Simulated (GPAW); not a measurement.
Runs of GPAW 26.7.0 on NaCl. Symmetry: Fm-3m, No. 225, cubic system. The conventional cell has a = 5.588 Å, b = 5.588 Å, c = 5.588 Å, α = 90.00°, β = 90.00°, γ = 90.00°. Cl (site symmetry m-3m) is surrounded by 6 Na at 2.79 Å. Na (site symmetry m-3m) has 6 Cl at 2.79 Å as nearest neighbours. The cell is a database's computed one.

| task | level | potentials or basis | cell | k mesh | cutoff (eV) | smearing | maxiter | response ecut | response k mesh | response bands | kernels | gap on the mesh (eV) | pressure (GPa) |
| --- | --- | --- | --- | --- | --- | --- | --- | --- | --- | --- | --- | --- | --- |
| dielectric tensor | LDA | the program's PAW data sets (release 1.2.1) made for this functional, pw | as given | 7 × 7 × 7 | 600 | fermi-dirac 0.001 eV | 150 | 80 eV | 21 × 21 × 21 | 27 | ["RPA", "LR0.3", "Bootstrap"] | 4.80 | - |
| single point | LDA | the program's PAW data sets (release 1.2.1) made for this functional, pw | as given | 7 × 7 × 7 | 600 | fermi-dirac 0.05 eV | 120 | - | - | - | - | 4.80 | (a) |
| single point | PBEsol | PAW data sets generated in the run's folder for this functional, pw | as given | 8 × 8 × 8 | 800 | fermi-dirac 0.05 eV | 150 | - | - | - | - | 5.04 | 0.2 |
| single point | PBEsol | PAW data sets generated in the run's folder for this functional, pw | atoms moved at random, drawn with an rms of 0.05 Å | 8 × 8 × 8 | 800 | fermi-dirac 0.05 eV | 150 | - | - | - | - | 5.04 | 0.3 |

Alike in all rows: no spin polarisation.

Q: Fill in the values left out.

A: (a) -1.8.

Caveats: the long-wavelength limit can be off by a per cent or two (some runs); an odd mesh through Γ misses points on the zone boundary, where band edges often lie (some runs); the cutoff is short for stress and forces, so pressures can be off by a GPa or more (some runs).
